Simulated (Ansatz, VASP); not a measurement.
## One calculation of Ru, two programs

```
Ru
1.0
     2.74141    0.00000    0.00000
    -1.37070    2.37413    0.00000
     0.00000    0.00000    4.33825
Ru
2
Direct
  0.33333 0.66667 0.25000
  0.66667 0.33333 0.75000
```

Change from the starting cell: volume scaled by 1.04.

Alike in both runs: task single point; functional PBE; k mesh 14 × 14 × 8; occupations fermi-dirac, width 0.03 eV; no spin polarisation.

```csv
,VASP,Ansatz
version,VASP 6.6.1,Ansatz 0.2.0
potentials or method,"VASP PAW PBE potentials, release 64 (Ru_pv), cutoff 520 eV","all-electron LAPW, scalar-relativistic"
```

VASP gave:

```
pressure (GPa)                                  : -7.5
largest component of the traceless stress (GPa) : 1.46
```

Question: What did Ansatz give for the same quantities?

Answer: Pressure (GPa): -7.4; largest component of the traceless stress (GPa): 1.48.

Ansatz ran all-electron here, so the differences hold the error of VASP's frozen core and of both bases.
